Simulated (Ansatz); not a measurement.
Crystal: Te2Mo.

```
Te Mo
1.0
     6.33000    0.00000    0.00000
     0.00000    3.46900    0.00000
    -0.94679    0.00000   13.82762
Te Mo
8 4
Cartesian
  5.4013 2.6018 8.3588
  -0.0181 0.8672 5.4688
  4.9099 0.8672 11.7728
  0.4733 2.6018 2.0548
  1.7550 2.6018 12.3826
  3.6282 0.8672 1.4450
  2.1916 0.8672 8.9658
  3.1917 2.6018 4.8618
  4.2299 2.6018 13.7253
  1.1533 0.8672 0.1023
  3.8493 0.8672 6.8225
  1.5339 2.6018 7.0051
```

Program: Ansatz 0.2.0. Alike in all runs: task band structure; potentials or basis Ansatz PAW; no spin polarisation; cell as given; k mesh 4 × 8 × 2; cutoff (eV) 420; smearing fermi-dirac 0.05 eV.

Order these runs on this cell by their pressure, lowest first.
A. level PBEsol
B. level BLYP
C. level LDA

C (-3.3 GPa), A (-1.4 GPa), B (8.6 GPa).

Caveats: the PAW data sets come from PBE, with cores solved anew for the run's functional, which leaves a small shift of forces and pressure.

Runs at the PBE level aren't shown here.
